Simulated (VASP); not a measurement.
# MgO (P6_3mc) in VASP: settings compared, part 2 of 2

VASP 6.6.1.

## Step 3: Relaxation of cell and atoms, LDA

INCAR

```
SYSTEM = MgO
PREC = Accurate
ENCUT = 600
EDIFF = 1E-7
ISMEAR = 0
SIGMA = 0.02
LREAL = .False.
LASPH = .True.
NELM = 60
ALGO = Normal
ISIF = 3
LWAVE = .False.
LCHARG = .False.
IBRION = 2
NSW = 90
EDIFFG = -0.005
```

KPOINTS

```
Automatic mesh
0
Gamma
  9 9 6
  0 0 0
```

POSCAR

```
MgO
1.0
    3.3077869900      0.0000000000      0.0000000000
   -1.6538934900      2.8646275600      0.0000000000
    0.0000000000      0.0000000000      4.9828816700
Mg O
2 2
Direct
    0.3333333300      0.6666666700      0.0021597400
    0.6666666700      0.3333333300      0.5021597400
    0.3333333300      0.6666666700      0.4024402600
    0.6666666700      0.3333333300      0.9024402600
```

Potentials or basis: VASP PAW LDA potentials, release 64 (Mg, O).

Run with:

```bash
cat potpaw_LDA.64/Mg/POTCAR potpaw_LDA.64/O/POTCAR > POTCAR
mpirun -np 1 vasp_std > vasp.out
```

OUTCAR:

```text
SYSTEM = MgO
   PREC = Accurate
   ENCUT = 600
   EDIFF = 1E-7
   ISMEAR = 0
   LREAL = .False.
   LASPH = .True.
   NELM = 60
   ISIF = 3
   IBRION = 2
   NSW = 90
   EDIFFG = -0.005

 ion  position               nearest neighbor table
   1  0.333  0.667  0.002-   4 1.97   4 1.97   4 1.97   3 1.99   2 3.14   2 3.14   2 3.14   2 3.14
                             2 3.14   2 3.14
   2  0.667  0.333  0.502-   3 1.97   3 1.97   3 1.97   4 1.99   1 3.14   1 3.14   1 3.14   1 3.14
                             1 3.14   1 3.14
   3  0.333  0.667  0.402-   2 1.97   2 1.97   2 1.97   1 1.99
   4  0.667  0.333  0.902-   1 1.97   1 1.97   1 1.97   2 1.99

  LATTYP: Found a hexagonal cell.
 ALAT       =     3.3077869900
 C/A-ratio  =     1.5064094771

  Lattice vectors:

 A1 = (   3.3077869900,   0.0000000000,   0.0000000000)
 A2 = (  -1.6538934900,   2.8646275600,   0.0000000000)
 A3 = (   0.0000000000,   0.0000000000,   4.9828816700)

Analysis of symmetry for initial positions (statically):
=====================================================================
 Subroutine PRICEL returns:
 Original cell was already a primitive cell.

 Routine SETGRP: Setting up the symmetry group for a
 hexagonal supercell.

 Subroutine GETGRP returns: Found 12 space group operations
 (whereof  6 operations were pure point group operations)
[... 366 lines left out ...]

 Free energy of the ion-electron system (eV)
  ---------------------------------------------------
  ext. energy  EPLUGINS =         0.00000000
  ---------------------------------------------------
  free energy    TOTEN  =       -26.54390499 eV

  energy without entropy =      -26.54390499  energy(sigma->0) =      -26.54390499

 E-fermi :   2.1533     XC(G=0): -10.7973

 val. band max:        1.9752296730   @ k =   0.0000   0.0000   0.0000
 cond. band min:       5.5305083604   @ k =   0.0000   0.0000   0.0000
 fundamental gap:      3.5552786874
 Fermi energy:         2.1532791634

 k-point     1 :       0.0000    0.0000    0.0000
  band No.  band energies     occupation
      1     -14.8860      2.00000
      2     -13.2975      2.00000
      3      -1.8976      2.00000
      4       0.1290      2.00000
      5       0.1290      2.00000
      6       1.1003      2.00000
      7       1.1003      2.00000
      8       1.9752      2.00000
      9       5.5305      0.00000
     10      11.5597      0.00000
     11      14.3660      0.00000
     12      14.5387      0.00000
[... 331 lines left out ...]
 k-point    24 :       0.3333    0.3333    0.1667
  band No.  band energies     occupation
      1     -13.7803      2.00000
      2     -13.7803      2.00000
      3      -1.7621      2.00000
      4      -1.0000      2.00000
      5      -1.0000      2.00000
      6       0.7132      2.00000
      7       0.7132      2.00000
      8       0.7414      2.00000
      9       9.3221      0.00000
     10      10.7561      0.00000
     11      13.1188      0.00000
     12      13.1188      0.00000

 [... further k-points ...]

------------------------ aborting loop because EDIFF is reached ----------------------------------------

  FORCE on cell =-STRESS in cart. coord.  units (eV):
  Direction    XX          YY          ZZ          XY          YZ          ZX
  --------------------------------------------------------------------------------------
  -------------------------------------------------------------------------------------
  Total       -0.0102484     -0.0102484     -0.0083956     -0.0000000      0.0000000      0.0000000
  in kB       -0.3897515     -0.3897515     -0.3192881     -0.0000000      0.0000000      0.0000000
  external PRESSURE =      -0.3662637 kB  Pullay stress =       0.0000000 kB
[... 19 lines left out ...]
  FREE ENERGIE OF THE ION-ELECTRON SYSTEM (eV)
  ---------------------------------------------------
  free  energy   TOTEN  =       -26.5439049869 eV

  energy  without entropy=      -26.5439049869  energy(sigma->0) =      -26.54390499

 reached required accuracy - stopping structural energy minimisation
```

CONTCAR:

```text
MgO
   1.00000000000000
     3.4343349473537739    0.0000000001899507    0.0000000000000000
    -1.7171674683210991    2.9742213053908557    0.0000000000000000
     0.0000000000000000    0.0000000000000000    4.1244116881401176
  Mg              O
     2     2
Direct
     0.3333333300000021    0.6666666699999979    0.9522576574620640
     0.6666666699999979    0.3333333300000021    0.4522576574620639
     0.3333333300000021    0.6666666699999979    0.4523423425379380
     0.6666666699999979    0.3333333300000021    0.9523423425379381

  0.00000000E+00  0.00000000E+00  0.00000000E+00
  0.00000000E+00  0.00000000E+00  0.00000000E+00
  0.00000000E+00  0.00000000E+00  0.00000000E+00
  0.00000000E+00  0.00000000E+00  0.00000000E+00
```

It took 4.5 min on 1 thread of Intel Xeon 6975P-C (Granite Rapids), shared host; peak memory 0.19 GiB.

Results:

| Property | Result |
| --- | --- |
| Free energy | -26.5439 eV |
| Relaxed volume | 10.53 Å³/atom |
| Relaxed cell | a = 3.434 Å, b = 3.434 Å, c = 4.124 Å, α = 90.00°, β = 90.00°, γ = 120.00° |
| Space group after relaxing (to 0.05 Å) | P6_3/mmc (No. 194) |
| Energy gained by relaxing | 77.3 meV/atom |
| Ionic steps | 37 |
| Pressure after relaxing | 0.0 GPa |
| Band gap on the k mesh | 3.56 eV, direct |

Forces in eV/Å, atoms in the order of the input:
```
Mg   0.000  0.000  0.002
Mg   0.000  0.000  0.002
O    0.000  0.000 -0.002
O    0.000  0.000 -0.002
```

The path:
```tsv
step	energy change (eV)	largest force (eV/Å)	pressure (GPa)	volume (Å³)
1	0.0000	0.0486	-5.59	47.22
2	-0.0320	0.0214	2.31	44.46
3	-0.0372	0.0019	-0.01	45.18
4	-0.0372	0.0009	-0.13	45.22
5	-0.0372	0.0091	-0.13	45.21
6	-0.0372	0.0175	-0.12	45.21
7	-0.0373	0.0150	-0.06	45.18
8	-0.0373	0.0075	0.11	45.12
9	-0.0373	0.0048	0.09	45.12
10	-0.0374	0.0034	0.03	45.12
11	-0.0375	0.0188	-0.08	45.13
12	-0.0375	0.0181	-0.09	45.13
13	-0.0376	0.0151	-0.10	45.12
14	-0.0377	0.0091	-0.13	45.11
15	-0.0379	0.0037	-0.19	45.08
16	-0.0382	0.0320	-0.31	45.02
17	-0.0392	0.0994	-0.57	44.90
18	-0.0459	0.2711	-1.16	44.63
19	-0.0943	0.7046	-2.05	43.95
20	-0.0412	0.6503	5.11	42.02
21	-0.0904	1.0434	-1.38	43.59
22	-0.1299	1.2240	0.15	42.86
23	-0.1113	1.1392	2.09	42.46
24	-0.1271	1.2182	0.77	42.72
25	-0.1246	1.2046	1.08	42.65
26	-0.1505	1.0840	0.64	42.67
27	-0.2131	0.7664	-0.53	42.75
28	-0.2831	0.2996	-2.15	42.89
29	-0.2858	0.1631	-3.27	43.14
30	-0.2999	0.0379	-3.10	43.04
31	-0.3008	0.0239	-2.96	43.00
32	-0.3052	0.0151	-2.08	42.73
33	-0.3094	0.0046	-0.18	42.17
34	-0.3094	0.0065	-0.01	42.12
35	-0.3094	0.0072	0.05	42.10
36	-0.3094	0.0058	0.03	42.11
37	-0.3094	0.0021	-0.04	42.13
```

Final structure:
```
CELL_PARAMETERS angstrom
3.43433 0.00000 0.00000
-1.71717 2.97422 0.00000
0.00000 0.00000 4.12441
ATOMIC_POSITIONS crystal
Mg 0.33333 0.66667 0.95226
Mg 0.66667 0.33333 0.45226
O 0.33333 0.66667 0.45234
O 0.66667 0.33333 0.95234
```

Expect the measured gap to be larger: semilocal functionals such as LDA lack the derivative discontinuity.

## Step 4: Relaxation of cell and atoms, PBE

INCAR: that of step 3 with these lines changed.

```diff
@@ -13,2 +13,3 @@
 LCHARG = .False.
+GGA = PE
 IBRION = 2
```

KPOINTS is that of step 3.

POSCAR is that of step 3.

Potentials or basis: VASP PAW PBE potentials, release 64 (Mg, O).

Run with:

```bash
cat potpaw_PBE.64/Mg/POTCAR potpaw_PBE.64/O/POTCAR > POTCAR
mpirun -np 1 vasp_std > vasp.out
```

Run time: 83 s. Hardware: 1 thread of Intel Xeon 6975P-C (Granite Rapids), shared host; peak memory 0.2 GiB.

It converged, with:

```
Free energy                            : -23.5385 eV
Relaxed volume                         : 12.12 Å³/atom
Relaxed cell                           : a = 3.310 Å, b = 3.310 Å, c = 5.110 Å, α = 90.00°, β = 90.00°, γ = 120.00°
Space group after relaxing (to 0.05 Å) : P6_3mc (No. 186)
Energy gained by relaxing              : 3.1 meV/atom
Ionic steps                            : 10
Pressure after relaxing                : 0.0 GPa
Largest force after relaxing           : 0.004 eV/Å
Band gap on the k mesh                 : 3.42 eV, direct
```

Forces on the atoms (eV/Å):
```
Mg   0.000  0.000 -0.004
Mg   0.000  0.000 -0.004
O    0.000  0.000  0.004
O    0.000  0.000  0.004
```

The path:
| step | energy change (eV) | largest force (eV/Å) | pressure (GPa) | volume (Å³) |
| --- | --- | --- | --- | --- |
| 1 | 0.0000 | 0.0084 | 2.78 | 47.22 |
| 2 | -0.0085 | 0.0383 | -0.78 | 48.63 |
| 3 | -0.0093 | 0.0319 | -0.01 | 48.30 |
| 4 | -0.0097 | 0.0337 | -0.01 | 48.32 |
| 5 | -0.0108 | 0.0384 | -0.01 | 48.37 |
| 6 | -0.0120 | 0.0421 | -0.02 | 48.47 |
| 7 | -0.0123 | 0.0117 | 0.00 | 48.47 |
| 8 | -0.0123 | 0.0012 | 0.01 | 48.47 |
| 9 | -0.0123 | 0.0021 | 0.00 | 48.48 |
| 10 | -0.0123 | 0.0042 | 0.01 | 48.49 |

Final structure:
```
Mg O
1.0
     3.31032    0.00000    0.00000
    -1.65516    2.86682    0.00000
     0.00000    0.00000    5.10953
Mg O
2 2
Direct
  0.33333 0.66667 0.00624
  0.66667 0.33333 0.50624
  0.33333 0.66667 0.39836
  0.66667 0.33333 0.89836
```

Levels at points of the mesh, in eV from the valence-band top:
```csv
k point,band 4,band 5,band 6,band 7,band 8,band 9,band 10,band 11,band 12
"(0.00, 0.00, 0.00)",-0.61,-0.61,-0.31,-0.31,0.00,3.42,8.38,10.06,14.18
"(0.00, 0.00, 0.50)",-1.94,-0.46,-0.46,-0.46,-0.46,5.86,5.86,12.92,12.92
```

Caveat: an odd mesh through Γ misses points on the zone boundary, where band edges often lie. As with any semilocal functional, this PBE gap is likely too small.

## Step 5: Relaxation of cell and atoms, PBE+D3(BJ)

INCAR: that of step 4 with these lines changed.

```diff
@@ -14,2 +14,3 @@
 GGA = PE
+IVDW = 12
 IBRION = 2
```

KPOINTS is that of step 4.

POSCAR is that of step 4.

Run with:

```bash
cat potpaw_PBE.64/Mg/POTCAR potpaw_PBE.64/O/POTCAR > POTCAR
mpirun -np 1 vasp_std > vasp.out
```

Run time: 72 s. Hardware: 1 thread of Intel Xeon 6975P-C (Granite Rapids), shared host; peak memory 0.21 GiB.

The run converged. Its results:

```yaml
Free_energy: -24.4531 eV
Relaxed_volume: 11.79 Å³/atom
Relaxed_cell: a = 3.294 Å, b = 3.294 Å, c = 5.018 Å, α = 90.00°, β = 90.00°, γ = 120.00°
Space_group_after_relaxing_to_0.05_Å: P6_3mc (No. 186)
Energy_gained_by_relaxing: 0.2 meV/atom
Ionic_steps: 9
Pressure_after_relaxing: 0.0 GPa
Band_gap_on_the_k_mesh: 3.52 eV, direct
Dispersion_energy_per_atom: -0.232 eV
```

Step by step:
| step | energy change (eV) | largest force (eV/Å) | pressure (GPa) | volume (Å³) |
| --- | --- | --- | --- | --- |
| 1 | 0.0000 | 0.0101 | -0.45 | 47.22 |
| 2 | -0.0003 | 0.0094 | 0.16 | 46.99 |
| 3 | -0.0003 | 0.0095 | 0.03 | 47.03 |
| 4 | -0.0003 | 0.0086 | 0.03 | 47.04 |
| 5 | -0.0004 | 0.0055 | 0.03 | 47.05 |
| 6 | -0.0005 | 0.0009 | 0.02 | 47.08 |
| 7 | -0.0006 | 0.0159 | 0.02 | 47.14 |
| 8 | -0.0006 | 0.0115 | 0.02 | 47.13 |
| 9 | -0.0006 | 0.0003 | -0.01 | 47.14 |

Final structure:
```
Mg O
1.0
     3.29359    0.00000    0.00000
    -1.64679    2.85233    0.00000
     0.00000    0.00000    5.01800
Mg O
2 2
Direct
  0.33333 0.66667 0.00405
  0.66667 0.33333 0.50405
  0.33333 0.66667 0.40055
  0.66667 0.33333 0.90055
```

Levels at points of the mesh, in eV from the valence-band top:
| k point | band 6 | band 7 | band 8 | band 9 | band 10 | band 11 |
| --- | --- | --- | --- | --- | --- | --- |
| (0.00, 0.00, 0.00) | -0.39 | -0.39 | 0.00 | 3.52 | 8.55 | 10.32 |
| (0.00, 0.00, 0.50) | -0.56 | -0.56 | -0.56 | 6.01 | 6.01 | 13.20 |

Caveat: an odd mesh through Γ misses points on the zone boundary, where band edges often lie.

## Step 6: Relaxation of cell and atoms, PBEsol

INCAR: that of step 5 with these lines changed.

```diff
@@ -2,3 +2,3 @@
 PREC = Accurate
-ENCUT = 600
+ENCUT = 300
 EDIFF = 1E-7
@@ -13,4 +13,3 @@
 LCHARG = .False.
-GGA = PE
-IVDW = 12
+GGA = PS
 IBRION = 2
```

KPOINTS is that of step 5.

POSCAR is that of step 5.

Potentials or basis: VASP PAW PBE potentials, release 64 (Mg, O).

Run with:

```bash
cat potpaw_PBE.64/Mg/POTCAR potpaw_PBE.64/O/POTCAR > POTCAR
mpirun -np 1 vasp_std > vasp.out
```

Run time: 2 min. Hardware: 1 thread of Intel Xeon 6975P-C (Granite Rapids), shared host; peak memory 0.14 GiB.

The run converged, but a check on its numbers failed (symmetry, net force, bounds or a known fault of this set-up), so they aren't taken as properties of the crystal.

Caveat: the cutoff lies under the usual one of these potentials, so the numbers hold a large basis-set error; the volume moved by over 15 % at a fixed basis, so the end points are rough; the PAW data sets were made with another functional, which shifts forces and pressure a little.

## Step 7: Overview

```csv
level,potentials or basis,gap on the mesh (eV),pressure (GPa),relaxed volume (Å³/atom)
PBEsol,"VASP PAW PBE potentials, release 64 (Mg, O)",3.37,0.0,11.81
LDA,"VASP PAW LDA potentials, release 64 (Mg, O)",3.56,0.0,10.53
PBE,"VASP PAW PBE potentials, release 64 (Mg, O)",3.42,0.0,12.12
PBE+D3(BJ),"VASP PAW PBE potentials, release 64 (Mg, O)",3.52,0.0,11.79
```

Alike in all rows: task relaxation of cell and atoms; no spin polarisation; cell relaxed; k mesh 9 × 9 × 6; cutoff (eV) 600; smearing gaussian 0.02 eV.

Caveats: an odd mesh through Γ misses points on the zone boundary, where band edges often lie (some runs); the PAW data sets were made with another functional, which shifts forces and pressure a little (some runs).

Absolute energies hang on the potentials; compare differences alone.
